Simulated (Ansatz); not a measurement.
# GaN (P6_3mc) in Ansatz: equation of state

Aim: energy against volume of GaN in PBEsol, for its equilibrium volume and stiffness.

Everything below comes from runs of Ansatz 0.2.0. Logs are shortened: lines on timing, memory, paths and dates and some standing lists are left out, and cuts for length are marked.

## Step 1: Starting point

It takes space group P6_3mc (No. 186, hexagonal). Conventional cell: a = 3.180 Å, b = 3.180 Å, c = 5.166 Å, α = 90.00°, β = 90.00°, γ = 120.00°. Around Ga (site symmetry 3m) lie 4 N at 1.94 to 1.95 Å. N (site symmetry 3m) is surrounded by 4 Ga at 1.94 to 1.95 Å.

## Step 2: Equation of state, PBEsol

Potentials or basis: all-electron LAPW, scalar-relativistic.

This step only gathers the single runs of the series.

What came out:

| Quantity | Value |
| --- | --- |
| Equilibrium volume | 11.37 Å³/atom |
| Bulk modulus at fixed shape and positions | 189 GPa |
| Pressure derivative of the bulk modulus | 4.4 |

Energy against volume, from the lowest point:
```
volume (Å³/atom)  energy (meV/atom)
          10.632              31.71
          10.858              14.60
          11.084               4.27
          11.310               0.00
          11.537               1.19
          11.763               7.29
          11.989              17.80
```

Caveat: the cell was scaled at fixed shape and fractional positions, which overstates the stiffness of a crystal with free parameters, most of all of layers and chains.
